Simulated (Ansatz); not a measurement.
The system is HfO2.

```
Hf O
1.0
     0.00000    2.55750    2.55750
     2.55750    0.00000    2.55750
     2.55750    2.55750    0.00000
Hf O
1 2
Direct
  0.00000 0.00000 0.00000
  0.75000 0.75000 0.75000
  0.25000 0.25000 0.25000
```

Measurements of this composition are mostly on another form, of space group No. 14.

Program: Ansatz 0.2.0. Alike in all runs: potentials or basis Ansatz PAW; cell as given. Hardware: 2 threads of Arm Neoverse V2, on a shared host.

Order these runs on this cell by their wall time, lowest first.
A. task band structure; level r2SCAN; spin SOC, no magnetisation; k mesh 7 × 7 × 7; cutoff (eV) 500; smearing fermi-dirac 0.05 eV; points for each segment of the path 14
B. task single point; level PBE; spin off; k mesh 9 × 9 × 9; cutoff (eV) 420; smearing gaussian 0.014 eV
C. task band structure; level revPBE; spin off; k mesh 9 × 9 × 9; cutoff (eV) 420; smearing fermi-dirac 0.05 eV; points for each segment of the path 14

B (0.93 s), C (2.5 s), A (38 s).
